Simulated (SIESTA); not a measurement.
Crystal: BN.

```
N B
1.0
     0.00000    1.81300    1.81300
     1.81300    0.00000    1.81300
     1.81300    1.81300    0.00000
N B
1 1
Cartesian
  0.9065 0.9065 0.9065
  0.0000 0.0000 0.0000
```

The cell is a database's computed one.

Base run:

* Program: SIESTA 5.4.2
* Functional: PBE
* Potentials or basis: PseudoDojo 0.4 standard (PBE files)
* Basis: DZP (energy shift 0.003 Ry)
* Grid cutoff: 800 Ry
* Energy shift: 0.003 Ry
* k mesh: 13 × 13 × 13
* Occupations: fermi-dirac, width 0.05 eV
* Spin: no spin polarisation

Its results: band gap on the k mesh 4.64 eV, indirect (least direct gap 8.84 eV); pressure 2.6 GPa.

The run is repeated on the same cell with these changes: functional from PBE to LDA; potentials or basis from PseudoDojo 0.4 standard (PBE files) to PseudoDojo 0.4 standard (LDA files). What comes out?

Band gap on the k mesh 4.51 eV, indirect (least direct gap 8.72 eV); pressure -10.9 GPa.

Caveats: the basis of atomic orbitals isn't converged, which shifts pressures, moduli and gaps.

A k mesh can miss the band edges.
